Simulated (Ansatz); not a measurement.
## O started on a Sr site in rocksalt SrO, 64 atoms, charge −1

All numbers come from Ansatz (PAW, plane waves, no spin–orbit coupling) at the single k point (¼, ¼, ¼) without its symmetry partners. The atoms were relaxed with PBEsol in a fixed cell; other functionals are single points on those atoms unless said otherwise. The valence top and gap of the host come from its small cell on a dense mesh, with the band extrema sought between the mesh points, lined up by the mean potential, PBEsol gap 3.20 eV, HSE06 gap 4.79 eV. The charge correction uses an assumed dielectric constant of 14.5.

Cell: a = 10.245 Å, b = 10.245 Å, c = 10.245 Å, α = 90.00°, β = 90.00°, γ = 90.00°.

Nearest atoms after relaxation, from the placed atom (for vacancies from the middle of the vacant sites): O at 2.36 Å, O at 2.36 Å, O at 2.36 Å, Sr at 2.90 Å, Sr at 2.90 Å, Sr at 2.90 Å, O at 3.34 Å, O at 3.34 Å.

Chemical potentials μ are those of reference phases of the elements at zero temperature by the same functional (the usual solids, diamond for C, grey Sn, and the molecules H2, N2, O2, F2, Cl2, Br2 and S8).

```tsv
functional	E(defect) − E(host) − Σ nμ + q·E_VBM (eV)	monopole (eV)	alignment (eV)	formation energy at E_F = VBM (eV)	moment (μB)	wall time, shared host
PBEsol	8.92	0.14	0.07	9.13	3.0	15 s on NVIDIA GB300 (relaxation)
HSE06	10.52	0.14	0.07	10.73	3.0	51 s on NVIDIA GB300
```

Task: How does the monopole term follow by hand for this cubic cell?

Result: q²·α·e²/(4πε₀)/(2εL) with the Madelung constant α = 2.837 and e²/4πε₀ = 14.40 eV·Å: 1 × 2.837 × 14.40 / (2 × 14.5 × 10.245) = 0.14 eV.

HSE06 one-electron levels near the gap (the ten most localised at most), from the host's valence top, not corrected for the charge's images:

```csv
level (eV),spin,filling,atoms sharing it,element of the atom with most weight
-0.29,down,1.00,10.3,O
-0.11,down,1.00,4.1,O
-0.10,down,1.00,4.0,O
1.62,down,0.00,4.5,O
2.90,down,0.00,2.9,O
2.92,down,0.00,2.9,O
```

All elements are taken at their own reference at once; growth conditions in equilibrium with the host shift these energies, by up to the host's formation enthalpy.

One k point and a cell of this size can leave errors of several tenths of an eV in such numbers.
